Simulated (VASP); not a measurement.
# PbSe (Clausthalite) (Fm-3m) in VASP: a series of runs

The runs below take PbSe (Clausthalite) through band structure, with PBE, revTPSS.

Everything below comes from runs of VASP 6.6.1. Logs are shortened: lines on timing, memory, paths and dates and some standing lists are left out, and cuts for length are marked.

**Experimental background.**

From a printed reference work, monograph, for a bulk crystal of PbSe at 300 K: band gap 0.28 eV (direct).

The results are compared with them further down.

### 1 The structure

Symmetry: Fm-3m, No. 225, cubic system. Conventional cell: a = 6.121 Å, b = 6.121 Å, c = 6.121 Å, α = 90.00°, β = 90.00°, γ = 90.00°. Pb (site symmetry m-3m) has 6 Se at 3.06 Å as nearest neighbours. Se (site symmetry m-3m) has 6 Pb at 3.06 Å as nearest neighbours.

### 2 Band structure, PBE

Contents of INCAR:

```
SYSTEM = PbSe
  ALGO = Fast
  EDIFF = 1E-6
  ENCUT = 550
  GGA = PE
  ISIF = 2
  ISMEAR = -1
  LASPH = .TRUE.
  LCHARG = .FALSE.
  LREAL = .FALSE.
  LWAVE = .FALSE.
  NELM = 100
  PREC = Accurate
  SIGMA = 0.05
```

Contents of KPOINTS:

```
k-points
0
G
  8 8 8
  0 0 0
```

Contents of POSCAR:

```
PbSe
1.0
    0.0000000000      3.0606500000      3.0606500000
    3.0606500000      0.0000000000      3.0606500000
    3.0606500000      3.0606500000      0.0000000000
Pb Se
1 1
Direct
    0.0000000000      0.0000000000      0.0000000000
    0.5000000000      0.5000000000      0.5000000000
```

Contents of KPOINTS_OPT:

```
path GXWKGLUWLK,UX
20
line-mode
reciprocal
 0.0000000000  0.0000000000  0.0000000000  G
 0.5000000000  0.0000000000  0.5000000000  X

 0.5000000000  0.0000000000  0.5000000000  X
 0.5000000000  0.2500000000  0.7500000000  W

 0.5000000000  0.2500000000  0.7500000000  W
 0.3750000000  0.3750000000  0.7500000000  K

 0.3750000000  0.3750000000  0.7500000000  K
 0.0000000000  0.0000000000  0.0000000000  G

 0.0000000000  0.0000000000  0.0000000000  G
 0.5000000000  0.5000000000  0.5000000000  L

 0.5000000000  0.5000000000  0.5000000000  L
 0.6250000000  0.2500000000  0.6250000000  U

 0.6250000000  0.2500000000  0.6250000000  U
 0.5000000000  0.2500000000  0.7500000000  W

 0.5000000000  0.2500000000  0.7500000000  W
 0.5000000000  0.5000000000  0.5000000000  L

 0.5000000000  0.5000000000  0.5000000000  L
 0.3750000000  0.3750000000  0.7500000000  K

 0.6250000000  0.2500000000  0.6250000000  U
 0.5000000000  0.0000000000  0.5000000000  X
```

Potentials or basis: VASP PAW PBE potentials, release 64 (Pb_d_GW, Se_GW).

Launch:

```console
cat potpaw_PBE.64/Pb_d_GW/POTCAR potpaw_PBE.64/Se_GW/POTCAR > POTCAR
mpirun -np 1 vasp_std > vasp.out
```

OUTCAR:

```text
SYSTEM = PbSe
   EDIFF = 1E-6
   ENCUT = 550
   GGA = PE
   ISIF = 2
   ISMEAR = -1
   LASPH = .TRUE.
   LREAL = .FALSE.
   NELM = 100
   PREC = Accurate

 ion  position               nearest neighbor table
   1  0.000  0.000  0.000-
   2  0.500  0.500  0.500-

  LATTYP: Found a face centered cubic cell.
 ALAT       =     6.1213000000

  Lattice vectors:

 A1 = (   0.0000000000,   3.0606500000,   3.0606500000)
 A2 = (   3.0606500000,   0.0000000000,   3.0606500000)
 A3 = (   3.0606500000,   3.0606500000,   0.0000000000)

Analysis of symmetry for initial positions (statically):
=====================================================================
 Subroutine PRICEL returns:
 Original cell was already a primitive cell.

 Routine SETGRP: Setting up the symmetry group for a
 face centered cubic supercell.

 Subroutine GETGRP returns: Found 48 space group operations
 (whereof 48 operations were pure point group operations)
 out of a pool of 48 trial point group operations.

The static configuration has the point symmetry O_h .

Analysis of symmetry for dynamics (positions and initial velocities):
=====================================================================
 Subroutine PRICEL returns:
 Original cell was already a primitive cell.

 Routine SETGRP: Setting up the symmetry group for a
 face centered cubic supercell.

 Subroutine GETGRP returns: Found 48 space group operations
 (whereof 48 operations were pure point group operations)
 out of a pool of 48 trial point group operations.

The dynamic configuration has the point symmetry O_h .

 Subroutine INISYM returns: Found 48 space group operations
 (whereof 48 operations are pure point group operations),
 and found     1 'primitive' translations

----------------------------------------------------------------------------------------

                                     Primitive cell

  volume of cell :      57.3418

  direct lattice vectors                    reciprocal lattice vectors
     0.000000000  3.060650000  3.060650000    -0.163363991  0.163363991  0.163363991
     3.060650000  0.000000000  3.060650000     0.163363991 -0.163363991  0.163363991
     3.060650000  3.060650000  0.000000000     0.163363991  0.163363991 -0.163363991

  length of vectors
     4.328412740  4.328412740  4.328412740     0.282954733  0.282954733  0.282954733

  position of ions in fractional coordinates (direct lattice)
     0.000000000  0.000000000  0.000000000
     0.500000000  0.500000000  0.500000000

  ion indices of the primitive-cell ions
   primitive index   ion index
                 1           1
                 2           2

----------------------------------------------------------------------------------------

 KPOINTS: k-points

Automatic generation of k-mesh.
 Grid dimensions read from file:
 generate k-points for:    8    8    8

 Generating k-lattice:

  Cartesian coordinates                     Fractional coordinates (reciprocal lattice)
    -0.020420499  0.020420499  0.020420499     0.125000000  0.000000000  0.000000000
     0.020420499 -0.020420499  0.020420499     0.000000000  0.125000000  0.000000000
     0.020420499  0.020420499 -0.020420499     0.000000000  0.000000000  0.125000000

  Length of vectors
     0.035369342  0.035369342  0.035369342

  Shift w.r.t. Gamma in fractional coordinates (k-lattice)
     0.000000000  0.000000000  0.000000000

 Subroutine IBZKPT returns following result:
 ===========================================

 Found     29 irreducible k-points:

 Following reciprocal coordinates:
            Coordinates               Weight
  0.000000  0.000000  0.000000      1.000000
  0.125000  0.000000  0.000000      8.000000
  0.250000  0.000000  0.000000      8.000000
  0.375000  0.000000  0.000000      8.000000
  0.500000  0.000000  0.000000      4.000000
  0.125000  0.125000  0.000000      6.000000
[... 16 lines left out ...]
  0.500000  0.250000  0.125000     48.000000
 -0.375000  0.250000  0.125000     24.000000
 [... further k-points ...]
   k-points           NKPTS =     29   k-points in BZ     NKDIM =     29   number of bands    NBANDS=     15
   number of dos      NEDOS =    301   number of ions     NIONS =      2
   total plane-waves  NPLWV =  46656
   dimension x,y,z NGX =    36 NGY =   36 NGZ =   36
   dimension x,y,z NGXF=    72 NGYF=   72 NGZF=   72
   ions per type =               1   1
   NGX,Y,Z   is equivalent  to a cutoff of  13.83, 13.83, 13.83 a.u.
   NGXF,Y,Z  is equivalent  to a cutoff of  27.65, 27.65, 27.65 a.u.
 SYSTEM =  PbSe
   PREC   = accura    normal or accurate (medium, high low for compatibility)
   ISTART =      0    job   : 0-new  1-cont  2-samecut
   ICHARG =      2    charge: 1-file 2-atom 10-const
   ISPIN  =      1    spin polarized calculation?
   LNONCOLLINEAR =      F non collinear calculations
   LSORBIT =      F    spin-orbit coupling
   LASPH  =      T    aspherical Exc in radial PAW
   ENCUT  =  550.0 eV  40.42 Ry    6.36 a.u.   8.28  8.28  8.28*2*pi/ulx,y,z
   NELM   =    100;   NELMIN=  2; NELMDL= -5     # of ELM steps
   EDIFF  = 0.1E-05   stopping-criterion for ELM
   LREAL  =      F    real-space projection
   EDIFFG = 0.1E-04   stopping-criterion for IOM
   NSW    =      0    number of steps for IOM
   IBRION =     -1    ionic relax: 0-MD 1-quasi-New 2-CG
   NFREE  =      0    steps in history (QN), initial steepest desc. (CG)
   ISIF   =      2    stress and relaxation
   ISYM   =      2    0-nonsym 1-usesym 2-fastsym
   POTIM  = 0.5000    time-step for ionic-motion
   TEBEG  =    0.0;   TEEND  =   0.0 temperature during run
   PSTRESS=    0.0 pullay stress
   NELECT =      22.0000    total number of electrons
   NUPDOWN=      -1.0000    fix difference up-down
   EMIN   =  10.00;   EMAX   =-10.00  energy-range for DOS
   EFERMI =   0.00;   METHOD = LEGACY
   ISMEAR =    -1;   SIGMA  =   0.05  broadening in eV -4-tet -1-fermi 0-gaus
   EFERMI_NEDOS =   21; number of points for ismear=-14 and -15
   IALGO  =     68    algorithm
   IMIX   =      4    mixing-type and parameters
     AMIX     =   0.40;   BMIX     =  1.00
     AMIX_MAG =   1.60;   BMIX_MAG =  1.00
  volume/ion in A,a.u.               =      28.67       193.48
  Fermi-wavevector in a.u.,A,eV,Ry     =   1.189576  2.247972 19.253471  1.415090
  Thomas-Fermi vector in A             =   2.325680
   LORBIT       =      0    0 simple, 1 ext, 2 COOP (PROOUT), +10 PAW based schemes
   GGA     = PE    functional components
   LHFCALC =     F    Hartree Fock is set to
   AEXX    =    0.0000 exact exchange contribution
   IVDW    =     0    specifies the selected vdW correction
   LEPSILON=     F    determine dielectric tensor
   LRPA    =     F    only Hartree local field effects (RPA)
 non-spin polarized calculation
 RMM-DIIS sequential band-by-band and
  energy-cutoff  :      550.00
  volume of cell :       57.34
 maximum number of plane-waves:      1700
 NGX is ok and might be reduce to    36
   NGX = 17   NGY = 17   NGZ = 17

 number of electron      22.0000001 magnetization

 Free energy of the ion-electron system (eV)
  ---------------------------------------------------
  ext. energy  EPLUGINS =         0.00000000
  ---------------------------------------------------
  free energy    TOTEN  =        -8.17521138 eV

  energy without entropy =       -8.17488302  energy(sigma->0) =       -8.17504720

 E-fermi :   3.3461     XC(G=0):  -9.5981

 val. band max:        3.2028479929   @ k =   0.5000   0.0000   0.0000
 cond. band min:       3.4893969274   @ k =   0.5000   0.0000   0.0000
 fundamental gap:      0.2865489345
 Fermi energy:         3.3461473802

 k-point     1 :       0.0000    0.0000    0.0000
  band No.  band energies     occupation
      1    -136.2760      2.00000
      2     -13.5920      2.00000
      3     -13.5920      2.00000
      4     -13.5920      2.00000
      5     -13.5879      2.00000
      6     -13.5879      2.00000
      7     -10.3948      2.00000
      8      -3.1095      2.00000
      9       1.3225      2.00000
     10       1.3225      2.00000
     11       1.3225      2.00000
     12       7.9117      0.00000
     13       7.9117      0.00000
     14       7.9117      0.00000
     15       9.7228      0.00000

 k-point     2 :       0.1250    0.0000    0.0000
  band No.  band energies     occupation
      1    -136.2760      2.00000
      2     -13.5926      2.00000
      3     -13.5926      2.00000
      4     -13.5914      2.00000
      5     -13.5861      2.00000
      6     -13.5861      2.00000
      7     -10.2764      2.00000
      8      -3.5036      2.00000
      9       1.3639      2.00000
     10       1.3639      2.00000
     11       1.5988      2.00000
     12       6.8486      0.00000
     13       7.2367      0.00000
     14       7.2367      0.00000
     15       9.5422      0.00000

 k-point     3 :       0.2500    0.0000    0.0000
  band No.  band energies     occupation
      1    -136.2760      2.00000
      2     -13.6010      2.00000
      3     -13.6010      2.00000
      4     -13.5902      2.00000
      5     -13.5746      2.00000
      6     -13.5746      2.00000
      7      -9.9511      2.00000
      8      -4.3739      2.00000
      9       1.4847      2.00000
     10       1.4847      2.00000
     11       2.1542      2.00000
     12       5.3610      0.00000
     13       6.1145      0.00000
     14       6.1145      0.00000
     15       9.7342      0.00000

 k-point     4 :       0.3750    0.0000    0.0000
  band No.  band energies     occupation
      1    -136.2760      2.00000
      2     -13.6097      2.00000
      3     -13.6097      2.00000
      4     -13.5893      2.00000
      5     -13.5629      2.00000
      6     -13.5629      2.00000
      7      -9.5404      2.00000
      8      -5.2297      2.00000
      9       1.6477      2.00000
     10       1.6477      2.00000
     11       2.7128      1.99999
     12       4.1959      0.00000
     13       5.2369      0.00000
     14       5.2369      0.00000
     15      10.6861      0.00000
[... 307 lines left out ...]
 k-point    22 :       0.3750    0.2500    0.1250
  band No.  band energies     occupation
      1    -136.2760      2.00000
      2     -13.6284      2.00000
      3     -13.5944      2.00000
      4     -13.5913      2.00000
      5     -13.5706      2.00000
      6     -13.5660      2.00000
      7      -9.6725      2.00000
      8      -4.5575      2.00000
      9       0.3014      2.00000
     10       1.2273      2.00000
     11       1.9867      2.00000
     12       5.1402      0.00000
     13       6.3416      0.00000
     14       7.4313      0.00000
     15       9.1732      0.00000

 k-point    23 :       0.5000    0.2500    0.1250
  band No.  band energies     occupation
      1    -136.2760      2.00000
      2     -13.6412      2.00000
      3     -13.5974      2.00000
      4     -13.5877      2.00000
      5     -13.5675      2.00000
      6     -13.5597      2.00000
      7      -9.3105      2.00000
      8      -5.0460      2.00000
      9      -0.0414      2.00000
     10       0.7147      2.00000
     11       2.1657      2.00000
     12       4.9178      0.00000
     13       6.3279      0.00000
     14       7.4100      0.00000
     15       9.8488      0.00000

 k-point    24 :      -0.3750    0.2500    0.1250
  band No.  band energies     occupation
      1    -136.2760      2.00000
      2     -13.6458      2.00000
      3     -13.6005      2.00000
      4     -13.5811      2.00000
      5     -13.5711      2.00000
      6     -13.5559      2.00000
      7      -9.1331      2.00000
      8      -5.2794      2.00000
      9      -0.0475      2.00000
     10       0.3302      2.00000
     11       2.3793      2.00000
     12       4.5921      0.00000
     13       6.6284      0.00000
     14       7.3045      0.00000
     15      10.8223      0.00000

 [... further k-points ...]

------------------------ aborting loop because EDIFF is reached ----------------------------------------

  FORCE on cell =-STRESS in cart. coord.  units (eV):
  Direction    XX          YY          ZZ          XY          YZ          ZX
  --------------------------------------------------------------------------------------
  -------------------------------------------------------------------------------------
  Total        0.8597722      0.8597722      0.8597722      0.0000000      0.0000000     -0.0000000
  in kB       24.0227650     24.0227650     24.0227650      0.0000000      0.0000000     -0.0000000
  external PRESSURE =      24.0227650 kB  Pullay stress =       0.0000000 kB

 VOLUME and BASIS-vectors are now :
 -----------------------------------------------------------------------------
  energy-cutoff  :      550.00
  volume of cell :       57.34
      direct lattice vectors                 reciprocal lattice vectors
     0.000000000  3.060650000  3.060650000    -0.163363991  0.163363991  0.163363991
     3.060650000  0.000000000  3.060650000     0.163363991 -0.163363991  0.163363991
     3.060650000  3.060650000  0.000000000     0.163363991  0.163363991 -0.163363991

 POSITION                                       TOTAL-FORCE (eV/Angst)
 -----------------------------------------------------------------------------------
      0.00000      0.00000      0.00000        -0.000000      0.000000     -0.000000
      3.06065      3.06065      3.06065         0.000000     -0.000000      0.000000
 -----------------------------------------------------------------------------------
    total drift:                               -0.000000      0.000000      0.000000

  FREE ENERGIE OF THE ION-ELECTRON SYSTEM (eV)
  ---------------------------------------------------
  free  energy   TOTEN  =        -8.1752113818 eV

  energy  without entropy=       -8.1748830170  energy(sigma->0) =       -8.17504720
```

Wall time 2.3 min (1 thread of Intel Xeon Platinum 8488C (Sapphire Rapids), shared host); peak memory 0.24 GiB.

Results:

| Quantity | Value |
| --- | --- |
| Free energy | -8.1752 eV |
| Pressure | 2.4 GPa |
| Band gap on the k mesh | 0.29 eV, direct |
| Band gap along the path | 0.29 eV, direct |

Levels at the corners of the path, in eV from the valence-band top:
| point | band 9 | band 10 | band 11 | band 12 | band 13 | band 14 |
| --- | --- | --- | --- | --- | --- | --- |
| Γ | -1.88 | -1.88 | -1.88 | 4.71 | 4.71 | 4.71 |
| X | -4.99 | -3.24 | -3.24 | 3.70 | 5.61 | 5.61 |
| X | -4.99 | -3.24 | -3.24 | 3.70 | 5.61 | 5.61 |
| W | -4.23 | -4.23 | -0.79 | 1.89 | 4.95 | 4.95 |
| W | -4.23 | -4.23 | -0.79 | 1.89 | 4.95 | 4.95 |
| K | -4.58 | -2.73 | -2.40 | 3.39 | 4.01 | 5.44 |
| K | -4.58 | -2.73 | -2.40 | 3.39 | 4.01 | 5.44 |
| Γ | -1.88 | -1.88 | -1.88 | 4.71 | 4.71 | 4.71 |
| Γ | -1.88 | -1.88 | -1.88 | 4.71 | 4.71 | 4.71 |
| L | -1.47 | -1.47 | 0.00 | 0.29 | 1.70 | 1.70 |
| L | -1.47 | -1.47 | 0.00 | 0.29 | 1.70 | 1.70 |
| U | -4.58 | -2.73 | -2.40 | 3.39 | 4.01 | 5.44 |
| U | -4.58 | -2.73 | -2.40 | 3.39 | 4.01 | 5.44 |
| W | -4.23 | -4.23 | -0.79 | 1.89 | 4.95 | 4.95 |
| W | -4.23 | -4.23 | -0.79 | 1.89 | 4.95 | 4.95 |
| L | -1.47 | -1.47 | 0.00 | 0.29 | 1.70 | 1.70 |
| L | -1.47 | -1.47 | 0.00 | 0.29 | 1.70 | 1.70 |
| K | -4.58 | -2.73 | -2.40 | 3.39 | 4.01 | 5.44 |
| U | -4.58 | -2.73 | -2.40 | 3.39 | 4.01 | 5.44 |
| X | -4.99 | -3.24 | -3.24 | 3.70 | 5.61 | 5.61 |

Caveat: spin-orbit coupling is left out, which as a rule narrows the gap of such compounds by several tenths of an eV.

(Continued in part 2 of 2.)
